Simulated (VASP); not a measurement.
**Rh: single point with PBEsol**

Crystal: Rh.

```
Rh
1.0
     2.49728    0.00000    0.00000
     0.00000    2.49728    0.00000
     0.00000    0.00000    2.49728
Rh
1
Direct
  0.00000 0.00000 0.00000
```

The cell was built by a generator and needn't be a form met in nature.

| Quantity | Value |
| --- | --- |
| Program | VASP 6.6.1 |
| Task | single point |
| Functional | PBEsol |
| Potentials or basis | VASP PAW PBE potentials, release 64 (Rh_pv) |
| Cutoff | 520 eV |
| k mesh | 13 × 13 × 13 |
| Occupations | fermi-dirac, width 0.136057 eV |
| Spin | no spin polarisation |

| Quantity | Value |
| --- | --- |
| Pressure | 1.2 GPa |
| Band gap on the k mesh | none (metal or under the smearing width) |

Levels at points of the mesh, in eV from the Fermi level:
```csv
k point,band 6,band 7,band 8,band 9,band 10,band 11
"(0.00, 0.00, 0.00)",-5.42,0.84,0.84,0.84,17.07,17.07
```

Run time: 24 s on 1 thread of AMD EPYC 7R43 64-Core Processor (Zen 3), on a shared host, peak memory 0.1 GiB.

Caveat: the PAW data sets were made with another functional, which shifts forces and pressure a little.
